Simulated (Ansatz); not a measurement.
TePt:

```
Pt Te
1.0
     3.55919    0.00000    0.00000
     0.00000    3.55919    0.00000
     0.00000    0.00000    3.55919
Pt Te
1 1
Cartesian
  0.0000 0.0000 0.0000
  1.7796 1.7796 1.7796
```

Measurements of this composition are mostly on another form, of space group No. 166.

| Property | Result |
| --- | --- |
| Program | Ansatz 0.2.0 |
| Task | relaxation of cell and atoms |
| Functional | r2SCAN |
| Potentials or basis | Ansatz PAW |
| Cutoff | 500 eV (not typed: the program's choice for these potentials) |
| k mesh | 8 × 8 × 8 |
| Occupations | fermi-dirac, width 0.05 eV |
| Spin | no spin polarisation |

At the start: volume 22.54 Å³/atom.

Where does the relaxation end?

It ends after 6 steps and the volume is 20.12 Å³/atom (-10.7 %); space group Pm-3m (No. 221, to 0.05 Å).

The path:
| step | energy change (eV) | largest force (eV/Å) | volume (Å³) |
| --- | --- | --- | --- |
| 1 | 0.0000 | 0.0000 | 45.09 |
| 2 | -0.1685 | 0.0000 | 38.81 |
| 3 | -0.1893 | 0.0000 | 40.63 |
| 4 | -0.1910 | 0.0000 | 40.27 |
| 5 | -0.1910 | 0.0000 | 40.24 |
| 6 | -0.1900 | 0.0000 | 40.24 |

Final structure:
```
Pt Te
1.0
     3.42685    0.00000    0.00000
     0.00000    3.42685    0.00000
     0.00000    0.00000    3.42685
Pt Te
1 1
Cartesian
  0.0000 0.0000 0.0000
  1.7134 1.7134 1.7134
```

Caveat: the plane-wave basis is chosen anew once the cell has moved, so the energies of steps on either side of that aren't comparable; the PAW data sets come from PBE, with cores solved anew for the run's functional, which leaves a small shift of forces and pressure.
